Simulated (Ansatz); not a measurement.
Results of r²SCAN in Ansatz (PAW) for cubic perovskite LaAlO₃ (cubic high-temperature phase).

Settings: plane-wave cutoff 600 eV, 6×6×6 k mesh, finite displacements, scalar-relativistic PAW data made under PBE.

Computed at the level's own relaxed cell.

Harmonic phonon frequencies (cm⁻¹; i marks an imaginary mode; at Γ without the LO shift):

```json
[
 {"q point": "Γ", "frequencies": "0 0 0 156 156 156 297 297 297 427 427 427 664 664 664"}
]
```

Note: the relaxation could not lower the start's symmetry, so the cell can be a saddle point above a distorted one.

Ansatz is a program for electronic structure.
